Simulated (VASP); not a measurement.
# Settings for SnSe: self-consistent run

SnSe, Fm-3m (no. 225), 2 atoms in the cell. HSE06; PAW potentials Sn_d, Se (PBE set). VASP 6.6.1.

Wanted: energy within 0.2 meV/atom; levels at the zone centre within 0.003 eV.

What the run is for: comparing ways to start; Accuracy asked: tight.

Levels at the zone centre: counted from the valence top at that point.

POSCAR:
```
SnSe
1.0
    0.0000000000      3.0100000000      3.0100000000
    3.0100000000      0.0000000000      3.0100000000
    3.0100000000      3.0100000000      0.0000000000
Sn Se
1 1
Direct
    0.0000000000      0.0000000000      0.0000000000
    0.5000000000      0.5000000000      0.5000000000
```

## How the run starts (with a second run first, the time holds both)

| How the run starts (with a second run first, the time holds both) | Energy less reference (meV/atom) | Levels at the zone centre, largest deviation (eV) | Time (s) |
|---|---|---|---|
| from scratch: 15 SCF iterations | 0.00 | 0.0000 | 1160 |
| PBE orbitals (WAVECAR): 11 + 9 SCF iterations | 0.00 | 0.0002 | 863 |
| PBE density (CHGCAR): 11 + 13 SCF iterations | 0.00 | 0.0001 | 865 |

Chosen: from scratch: 15 SCF iterations; no other choice that stays within the tolerance saves 30 % of the time.

## The input

INCAR:
```
GGA = PE
LHFCALC = T
HFSCREEN = 0.2
ISMEAR = 0
SIGMA = 0.03
LWAVE = F
LCHARG = F
ISIF = 2
PREC = Accurate
LASPH = T
LREAL = F
ALGO = Normal
EDIFF = 1E-6
NELM = 120
GGA_COMPAT = F
ENCUT = 400
EFERMI = MIDGAP
PRECFOCK = Normal
```

KPOINTS:
```
k-points
0
Gamma
  4 4 4
```

Commands:
```
cat potpaw_PBE.64/Sn_d/POTCAR potpaw_PBE.64/Se/POTCAR > POTCAR
mpirun -np 1 vasp_std > vasp.out
```

The chosen input took VASP 6.6.1 1160 s on 1 core (AMD EPYC 7R43 (Zen 3)), a shared host.
